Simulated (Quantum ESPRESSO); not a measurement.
# SiO2 (P4_2/mnm) in Quantum ESPRESSO: notebook

One crystal, SiO2, is run at these levels: PBE, LDA, r2SCAN; tasks: band structure.

Program: Quantum ESPRESSO 7.5. These are calculated values, not measurements. Logs are shortened: lines on timing, memory, paths and dates and some standing lists are left out, and cuts for length are marked.

## (1) The crystal as given

It takes space group P4_2/mnm (No. 136, tetragonal). The conventional cell has a = 4.233 Å, b = 4.233 Å, c = 2.693 Å, α = 90.00°, β = 90.00°, γ = 90.00°. Si (site symmetry mmm) has 6 O at 1.78 to 1.84 Å as nearest neighbours. O (site symmetry m2m) is surrounded by 3 Si at 1.78 to 1.84 Å.

The cell comes from a database or a generator and needn't be the stable form of this composition.

## (2) Band structure, PBE

Contents of pw.in:

```
&CONTROL
  calculation = 'scf'
  prefix = 'pwscf'
  outdir = './tmp'
  pseudo_dir = './pseudo'
  tprnfor = .true.
  tstress = .true.
  disk_io = 'low'
/
&SYSTEM
  ibrav = 0
  celldm(1) = 8
  nat = 6
  ntyp = 2
  ecutwfc = 55
  ecutrho = 440
  nbnd = 24
  occupations = 'smearing'
  smearing = 'fd'
  degauss = 0.00367493
/
&ELECTRONS
  conv_thr = 1.2d-09
  electron_maxstep = 120
  mixing_beta = 0.5
/
ATOMIC_SPECIES
Si    28.0850 Si.pbe-n-rrkjus_psl.1.0.0.UPF
O     15.9990 O.pbe-n-kjpaw_psl.0.1.UPF
CELL_PARAMETERS alat
  0.9999412561570   0.0000000000000   0.0000000000000
  0.0000000000000   0.9999412561570   0.0000000000000
  0.0000000000000   0.0000000000000   0.6362459835061
ATOMIC_POSITIONS crystal
Si     0.0000000000    0.0000000000    0.0000000000
Si     0.5000000000    0.5000000000    0.5000000000
O      0.8068390000    0.1931610000    0.5000000000
O      0.3068390000    0.3068390000    0.0000000000
O      0.1931610000    0.8068390000    0.5000000000
O      0.6931610000    0.6931610000    0.0000000000
K_POINTS automatic
6 6 10 0 0 0
```

Contents of bands.in:

```
&CONTROL
  calculation = 'bands'
  prefix = 'pwscf'
  outdir = './tmp'
  pseudo_dir = './pseudo'
  disk_io = 'low'
  verbosity = 'high'
/
&SYSTEM
  ibrav = 0
  celldm(1) = 8
  nat = 6
  ntyp = 2
  ecutwfc = 55
  ecutrho = 440
  nbnd = 24
  occupations = 'smearing'
  smearing = 'fd'
  degauss = 0.00367493
/
&ELECTRONS
  conv_thr = 1d-08
  electron_maxstep = 120
  mixing_beta = 0.5
  diago_full_acc = .true.
  startingwfc = 'random'
/
ATOMIC_SPECIES
Si    28.0850 Si.pbe-n-rrkjus_psl.1.0.0.UPF
O     15.9990 O.pbe-n-kjpaw_psl.0.1.UPF
CELL_PARAMETERS alat
  0.9999412561570   0.0000000000000   0.0000000000000
  0.0000000000000   0.9999412561570   0.0000000000000
  0.0000000000000   0.0000000000000   0.6362459835061
ATOMIC_POSITIONS crystal
Si     0.0000000000    0.0000000000    0.0000000000
Si     0.5000000000    0.5000000000    0.5000000000
O      0.8068390000    0.1931610000    0.5000000000
O      0.3068390000    0.3068390000    0.0000000000
O      0.1931610000    0.8068390000    0.5000000000
O      0.6931610000    0.6931610000    0.0000000000
K_POINTS crystal
60
 0.0000000000  0.0000000000  0.0000000000 1
 0.0000000000  0.1250000000  0.0000000000 1
 0.0000000000  0.2500000000  0.0000000000 1
 0.0000000000  0.3750000000  0.0000000000 1
 0.0000000000  0.5000000000  0.0000000000 1
 0.1250000000  0.5000000000  0.0000000000 1
 0.2500000000  0.5000000000  0.0000000000 1
 0.3750000000  0.5000000000  0.0000000000 1
 0.5000000000  0.5000000000  0.0000000000 1
 0.4285714286  0.4285714286  0.0000000000 1
 0.3571428571  0.3571428571  0.0000000000 1
 0.2857142857  0.2857142857  0.0000000000 1
 0.2142857143  0.2142857143  0.0000000000 1
 0.1428571429  0.1428571429  0.0000000000 1
 0.0714285714  0.0714285714  0.0000000000 1
 0.0000000000  0.0000000000  0.0000000000 1
 0.0000000000  0.0000000000  0.0625000000 1
 0.0000000000  0.0000000000  0.1250000000 1
 0.0000000000  0.0000000000  0.1875000000 1
 0.0000000000  0.0000000000  0.2500000000 1
 0.0000000000  0.0000000000  0.3125000000 1
 0.0000000000  0.0000000000  0.3750000000 1
 0.0000000000  0.0000000000  0.4375000000 1
 0.0000000000  0.0000000000  0.5000000000 1
 0.0000000000  0.1000000000  0.5000000000 1
 0.0000000000  0.2000000000  0.5000000000 1
 0.0000000000  0.3000000000  0.5000000000 1
 0.0000000000  0.4000000000  0.5000000000 1
 0.0000000000  0.5000000000  0.5000000000 1
 0.1000000000  0.5000000000  0.5000000000 1
 0.2000000000  0.5000000000  0.5000000000 1
 0.3000000000  0.5000000000  0.5000000000 1
 0.4000000000  0.5000000000  0.5000000000 1
 0.5000000000  0.5000000000  0.5000000000 1
 0.4285714286  0.4285714286  0.5000000000 1
 0.3571428571  0.3571428571  0.5000000000 1
 0.2857142857  0.2857142857  0.5000000000 1
 0.2142857143  0.2142857143  0.5000000000 1
 0.1428571429  0.1428571429  0.5000000000 1
 0.0714285714  0.0714285714  0.5000000000 1
 0.0000000000  0.0000000000  0.5000000000 1
 0.0000000000  0.5000000000  0.0000000000 1
 0.0000000000  0.5000000000  0.0625000000 1
 0.0000000000  0.5000000000  0.1250000000 1
 0.0000000000  0.5000000000  0.1875000000 1
 0.0000000000  0.5000000000  0.2500000000 1
 0.0000000000  0.5000000000  0.3125000000 1
 0.0000000000  0.5000000000  0.3750000000 1
 0.0000000000  0.5000000000  0.4375000000 1
 0.0000000000  0.5000000000  0.5000000000 1
 0.5000000000  0.5000000000  0.0000000000 1
 0.5000000000  0.5000000000  0.0555555556 1
 0.5000000000  0.5000000000  0.1111111111 1
 0.5000000000  0.5000000000  0.1666666667 1
 0.5000000000  0.5000000000  0.2222222222 1
 0.5000000000  0.5000000000  0.2777777778 1
 0.5000000000  0.5000000000  0.3333333333 1
 0.5000000000  0.5000000000  0.3888888889 1
 0.5000000000  0.5000000000  0.4444444444 1
 0.5000000000  0.5000000000  0.5000000000 1
```

Potentials or basis: SSSP 1.3 efficiency PBE.

Command:

```
OMP_NUM_THREADS=1 mpirun -n 2 pw.x -nk 2 -in pw.in > pw.out
OMP_NUM_THREADS=1 mpirun -n 2 pw.x -nk 2 -in bands.in > bands.out
```

pw.out:

```text
This program is part of the open-source Quantum ESPRESSO suite
     for quantum simulation of materials; please cite
         "P. Giannozzi et al., J. Phys.:Condens. Matter 21 395502 (2009);
         "P. Giannozzi et al., J. Phys.:Condens. Matter 29 465901 (2017);
         "P. Giannozzi et al., J. Chem. Phys. 152 154105 (2020);
     in publications or presentations arising from this work. More details at

     file O.pbe-n-kjpaw_psl.0.1.UPF: wavefunction(s)  2P renormalized
     Message from routine setup:
     using ibrav=0 with symmetry is DISCOURAGED, use correct ibrav instead

     K-points division:     npool     =       2
     Subspace diagonalization in iterative solution of the eigenvalue problem:
     a serial algorithm will be used

     G-vector sticks info
     --------------------
     sticks:   dense  smooth     PW     G-vecs:    dense   smooth      PW
     Sum        2241    1117    349                50737    17941    3089

     Using Slab Decomposition

     bravais-lattice index     =            0
     lattice parameter (alat)  =       8.0000  a.u.
     unit-cell volume          =     325.7197 (a.u.)^3
     number of atoms/cell      =            6
     number of atomic types    =            2
     number of electrons       =        32.00
     number of Kohn-Sham states=           24
     kinetic-energy cutoff     =      55.0000  Ry
     charge density cutoff     =     440.0000  Ry
     scf convergence threshold =      1.2E-09
     mixing beta               =       0.5000
     number of iterations used =            8  plain     mixing
     Exchange-correlation= SLA  PW   PBX  PBC
                           (   1   4   3   4   0   0   0)

     celldm(1)=   8.000000  celldm(2)=   0.000000  celldm(3)=   0.000000
     celldm(4)=   0.000000  celldm(5)=   0.000000  celldm(6)=   0.000000

     crystal axes: (cart. coord. in units of alat)
               a(1) = (   0.999941   0.000000   0.000000 )
               a(2) = (   0.000000   0.999941   0.000000 )
               a(3) = (   0.000000   0.000000   0.636246 )

     reciprocal axes: (cart. coord. in units 2 pi/alat)
               b(1) = (  1.000059  0.000000  0.000000 )
               b(2) = (  0.000000  1.000059  0.000000 )
               b(3) = (  0.000000  0.000000  1.571719 )

     PseudoPot. # 1 for Si read from file:
     Si.pbe-n-rrkjus_psl.1.0.0.UPF
     Pseudo is Ultrasoft + core correction, Zval =  4.0
     Generated using "atomic" code by A. Dal Corso  v.5.1
     Using radial grid of 1141 points,  6 beta functions with:
                l(1) =   0
                l(2) =   0
                l(3) =   1
                l(4) =   1
                l(5) =   2
                l(6) =   2
     Q(r) pseudized with 0 coefficients

     PseudoPot. # 2 for O  read from file:
     O.pbe-n-kjpaw_psl.0.1.UPF
     Pseudo is Projector augmented-wave + core cor, Zval =  6.0
     Generated using "atomic" code by A. Dal Corso  v.5.0.99 svn rev. 10869
     Shape of augmentation charge: BESSEL
     Using radial grid of 1095 points,  4 beta functions with:
                l(1) =   0
                l(2) =   0
                l(3) =   1
                l(4) =   1
     Q(r) pseudized with 0 coefficients

     atomic species   valence    mass     pseudopotential
     Si                4.00    28.08500     Si( 1.00)
     O                 6.00    15.99900     O ( 1.00)

     16 Sym. Ops., with inversion, found ( 8 have fractional translation)

   Cartesian axes

     site n.     atom                  positions (alat units)
         1        Si     tau(   1) = (   0.0000000   0.0000000   0.0000000  )
         2        Si     tau(   2) = (   0.4999706   0.4999706   0.3181230  )
         3        O      tau(   3) = (   0.8067916   0.1931497   0.3181230  )
         4        O      tau(   4) = (   0.3068210   0.3068210   0.0000000  )
         5        O      tau(   5) = (   0.1931497   0.8067916   0.3181230  )
         6        O      tau(   6) = (   0.6931203   0.6931203   0.0000000  )

[... 42 lines left out ...]

    -9.3951  -9.3951  -8.2309  -8.2309   0.7970   0.7970   2.1429   2.1429
     3.6591   3.6591   6.2053   6.2053   7.8031   7.8031   8.3431   8.3431
    18.4546  18.4546  19.4909  19.4909  22.1093  22.1093  24.1268  24.1269

          k = 0.1667 0.1667 0.0000 (  2241 PWs)   bands (ev):
[... 97 lines left out ...]
    -9.6026  -9.6026  -8.1826  -8.1826   0.5527   0.5527   2.6090   2.6090
     3.7257   3.7257   6.5847   6.5847   7.6583   7.6583   8.4522   8.4522
    17.9032  17.9032  20.2491  20.2491  22.3552  22.3552  23.4171  23.4171

          k = 0.1667-0.5000-0.7859 (  2260 PWs)   bands (ev):

    -9.3789  -9.3789  -8.2177  -8.2177   0.3101   0.3101   2.4514   2.4514
     3.7179   3.7179   6.4806   6.4806   7.7602   7.7602   8.4057   8.4057
    17.7766  17.7766  20.1055  20.1055  22.2568  22.2568  23.4677  23.4678

          k = 0.3334 0.3334 0.0000 (  2222 PWs)   bands (ev):
[... 61 lines left out ...]
    -9.5176  -9.5176  -8.2418  -8.2418   0.0102   0.0102   2.5785   2.5785
     4.4611   4.4611   6.3572   6.3572   7.9936   7.9936   8.5231   8.5231
    17.2584  17.2584  20.8639  20.8639  21.8405  21.8405  23.8764  23.8764

          k = 0.3334-0.5000-0.7859 (  2240 PWs)   bands (ev):

    -9.3458  -9.3458  -8.1911  -8.1911  -0.2732  -0.2732   2.2850   2.2850
     4.5578   4.5578   6.3963   6.3963   8.0151   8.0151   8.5112   8.5112
    17.0764  17.0764  20.6710  20.6710  21.8056  21.8056  23.7014  23.7014

          k =-0.5000-0.5000 0.0000 (  2244 PWs)   bands (ev):

   -10.5426 -10.5426  -9.0647  -9.0647   2.2972   2.2972   4.2648   4.2648
     6.0743   6.0743   6.8610   6.8610   7.4679   7.4679   7.8415   7.8415
    17.0264  17.0264  19.7950  19.7950  22.7323  22.7323  23.3812  23.3812

          k =-0.5000-0.5000 0.1572 (  2232 PWs)   bands (ev):

   -10.4462 -10.4462  -8.9911  -8.9911   2.1059   2.1059   4.2880   4.2880
     5.8646   5.8646   6.0945   6.0945   7.9026   7.9026   7.9337   7.9337
    17.3714  17.3714  20.2157  20.2157  22.7022  22.7022  22.9433  22.9433

          k =-0.5000-0.5000 0.3143 (  2240 PWs)   bands (ev):

   -10.1784 -10.1784  -8.7890  -8.7890   1.4961   1.4961   4.0855   4.0855
     5.2754   5.2754   5.5478   5.5478   8.0676   8.0676   8.2833   8.2833
    17.7750  17.7750  21.0675  21.0675  22.4197  22.4197  22.9552  22.9552

          k =-0.5000-0.5000 0.4715 (  2240 PWs)   bands (ev):

    -9.8096  -9.8096  -8.5175  -8.5175   0.6025   0.6025   3.2165   3.2165
     5.2862   5.2862   5.4523   5.4523   8.2825   8.2825   8.3842   8.3842
    17.5250  17.5250  21.2755  21.2755  21.9570  21.9570  23.8851  23.8851

          k =-0.5000-0.5000 0.6287 (  2220 PWs)   bands (ev):

    -9.4708  -9.4708  -8.2761  -8.2761  -0.1824  -0.1824   2.4257   2.4257
     5.5087   5.5087   5.5454   5.5454   8.3347   8.3347   8.4665   8.4665
    17.0496  17.0496  20.8855  20.8855  21.7181  21.7181  24.8412  24.8415

          k =-0.5000-0.5000-0.7859 (  2232 PWs)   bands (ev):

    -9.3290  -9.3290  -8.1777  -8.1777  -0.4936  -0.4936   2.1269   2.1269
     5.5507   5.5507   5.6739   5.6739   8.2862   8.2862   8.5394   8.5394
    16.8407  16.8407  20.7250  20.7250  21.5985  21.5985  23.9054  25.2010

     the Fermi energy is    11.3010 ev

!    total energy              =    -190.07392534 Ry
     estimated scf accuracy    <          3.2E-10 Ry
     smearing contrib. (-TS)   =      -0.00000000 Ry
     internal energy E=F+TS    =    -190.07392534 Ry

     The total energy is F=E-TS. E is the sum of the following terms:
     one-electron contribution =     -14.95921687 Ry
     hartree contribution      =      32.17596995 Ry
     xc contribution           =     -43.04381771 Ry
     ewald contribution        =    -126.24717250 Ry
     one-center paw contrib.   =     -37.99968821 Ry

     convergence has been achieved in  11 iterations

     Forces acting on atoms (cartesian axes, Ry/au):

     atom    1 type  1   force =     0.00000000    0.00000000    0.00000000
     atom    2 type  1   force =     0.00000000    0.00000000    0.00000000
     atom    3 type  2   force =    -0.00029158    0.00029158   -0.00000000
     atom    4 type  2   force =    -0.00029158   -0.00029158    0.00000000
     atom    5 type  2   force =     0.00029158   -0.00029158   -0.00000000
     atom    6 type  2   force =     0.00029158    0.00029158   -0.00000000

     Total force =     0.000825     Total SCF correction =     0.000011

     Computing stress (Cartesian axis) and pressure

          total   stress  (Ry/bohr**3)                   (kbar)     P=        1.43
   0.00001419   0.00000000   0.00000000            2.09        0.00        0.00
   0.00000000   0.00001419   0.00000000            0.00        2.09        0.00
   0.00000000   0.00000000   0.00000071            0.00        0.00        0.10

=------------------------------------------------------------------------------=
   JOB DONE.
=------------------------------------------------------------------------------=
```

It took 31 s on 2 MPI ranks of AMD EPYC 9R45 (Zen 5), shared host; peak memory 0.36 GiB.

What came out:

```
Free energy             : -2586.0875 eV
Pressure                : 0.1 GPa
Largest force           : 0.011 eV/Å
Band gap on the k mesh  : 5.04 eV, direct
Band gap along the path : 5.04 eV, direct
```

Forces in eV/Å, atoms in the order of the input:
```
Si   0.000  0.000  0.000
Si   0.000  0.000  0.000
O   -0.007  0.007  0.000
O   -0.007 -0.007  0.000
O    0.007 -0.007  0.000
O    0.007  0.007  0.000
```

Stress tensor (GPa, compression positive):
```
0.21 0.00 0.00
0.00 0.21 0.00
0.00 0.00 0.01
```

Levels at the corners of the path, in eV from the valence-band top:
```
point  band 12  band 13  band 14  band 15  band 16  band 17  band 18  band 19  band 20  band 21
    Γ    -3.03    -2.49    -0.84    -0.84     0.00     5.04     6.59     8.29     8.29    11.08
    X    -3.70    -2.61    -2.61    -1.04    -1.04     7.31     7.31     8.88     8.88    10.80
    M    -3.14    -2.54    -2.54    -2.16    -2.16     7.02     7.02     9.79     9.79    12.73
    Γ    -3.03    -2.49    -0.84    -0.84     0.00     5.04     6.59     8.29     8.29    11.08
    Z    -4.45    -2.88    -2.88    -2.56    -2.56     8.66     8.66    12.26    12.26    12.34
    R    -3.80    -2.20    -2.20    -1.66    -1.66     8.45     8.45     9.49     9.49    12.10
    A    -4.33    -1.72    -1.72    -1.47    -1.47     6.84     6.84    10.72    10.72    11.59
    Z    -4.45    -2.88    -2.88    -2.56    -2.56     8.66     8.66    12.26    12.26    12.34
    X    -3.70    -2.61    -2.61    -1.04    -1.04     7.31     7.31     8.88     8.88    10.80
    R    -3.80    -2.20    -2.20    -1.66    -1.66     8.45     8.45     9.49     9.49    12.10
    M    -3.14    -2.54    -2.54    -2.16    -2.16     7.02     7.02     9.79     9.79    12.73
    A    -4.33    -1.72    -1.72    -1.47    -1.47     6.84     6.84    10.72    10.72    11.59
```

Caveat: some levels on the path didn't converge. PBE gaps usually lie below the measured ones, often by a third to a half.

## (3) Band structure, LDA

pw.in, as its differences from that of step 2:

```diff
@@ -14,4 +14,4 @@
   ntyp = 2
-  ecutwfc = 55
-  ecutrho = 440
+  ecutwfc = 45
+  ecutrho = 360
   nbnd = 24
@@ -27,4 +27,4 @@
 ATOMIC_SPECIES
-Si    28.0850 Si.pbe-n-rrkjus_psl.1.0.0.UPF
-O     15.9990 O.pbe-n-kjpaw_psl.0.1.UPF
+Si    28.0850 si_lda_v1.uspp.F.UPF
+O     15.9990 o_lda_v1.2.uspp.F.UPF
 CELL_PARAMETERS alat
```

bands.in, as its differences from that of step 2:

```diff
@@ -13,4 +13,4 @@
   ntyp = 2
-  ecutwfc = 55
-  ecutrho = 440
+  ecutwfc = 45
+  ecutrho = 360
   nbnd = 24
@@ -28,4 +28,4 @@
 ATOMIC_SPECIES
-Si    28.0850 Si.pbe-n-rrkjus_psl.1.0.0.UPF
-O     15.9990 O.pbe-n-kjpaw_psl.0.1.UPF
+Si    28.0850 si_lda_v1.uspp.F.UPF
+O     15.9990 o_lda_v1.2.uspp.F.UPF
 CELL_PARAMETERS alat
```

Potentials or basis: GBRV 1.5 LDA.

Command:

```
OMP_NUM_THREADS=1 mpirun -n 2 pw.x -nk 2 -in pw.in > pw.out
OMP_NUM_THREADS=1 mpirun -n 2 pw.x -nk 2 -in bands.in > bands.out
```

Run time: 22 s. Hardware: 2 MPI ranks of AMD EPYC 9R45 (Zen 5), shared host; peak memory 0.32 GiB.

Results (log left out):

- Free energy: -2028.3384 eV
- Pressure: -13.5 GPa
- Largest force: 0.119 eV/Å
- Band gap on the k mesh: 5.05 eV, direct
- Band gap along the path: 5.05 eV, direct

Forces in eV/Å, atoms in the order of the input:
```
Si   0.000  0.000  0.000
Si   0.000  0.000  0.000
O    0.084 -0.084  0.000
O    0.084  0.084  0.000
O   -0.084  0.084  0.000
O   -0.084 -0.084  0.000
```

Stress tensor (GPa, compression positive):
```
-13.11   0.00   0.00
  0.00 -13.11   0.00
  0.00   0.00 -14.39
```

Levels at the corners of the path, in eV from the valence-band top:
| point | band 13 | band 14 | band 15 | band 16 | band 17 | band 18 | band 19 | band 20 |
| --- | --- | --- | --- | --- | --- | --- | --- | --- |
| Γ | -2.52 | -0.86 | -0.86 | 0.00 | 5.05 | 6.35 | 8.13 | 8.13 |
| X | -2.64 | -2.64 | -1.05 | -1.05 | 7.19 | 7.19 | 8.68 | 8.68 |
| M | -2.58 | -2.58 | -2.20 | -2.20 | 6.88 | 6.88 | 9.59 | 9.59 |
| Γ | -2.52 | -0.86 | -0.86 | 0.00 | 5.05 | 6.35 | 8.13 | 8.13 |
| Z | -2.96 | -2.96 | -2.60 | -2.60 | 8.46 | 8.46 | 12.03 | 12.03 |
| R | -2.23 | -2.23 | -1.70 | -1.70 | 8.26 | 8.26 | 9.33 | 9.33 |
| A | -1.75 | -1.75 | -1.49 | -1.49 | 6.69 | 6.69 | 10.46 | 10.46 |
| Z | -2.96 | -2.96 | -2.60 | -2.60 | 8.46 | 8.46 | 12.03 | 12.03 |
| X | -2.64 | -2.64 | -1.05 | -1.05 | 7.19 | 7.19 | 8.68 | 8.68 |
| R | -2.23 | -2.23 | -1.70 | -1.70 | 8.26 | 8.26 | 9.33 | 9.33 |
| M | -2.58 | -2.58 | -2.20 | -2.20 | 6.88 | 6.88 | 9.59 | 9.59 |
| A | -1.75 | -1.75 | -1.49 | -1.49 | 6.69 | 6.69 | 10.46 | 10.46 |

Expect the measured gap to be larger: semilocal functionals such as LDA lack the derivative discontinuity.

(Continued in part 2 of 2.)
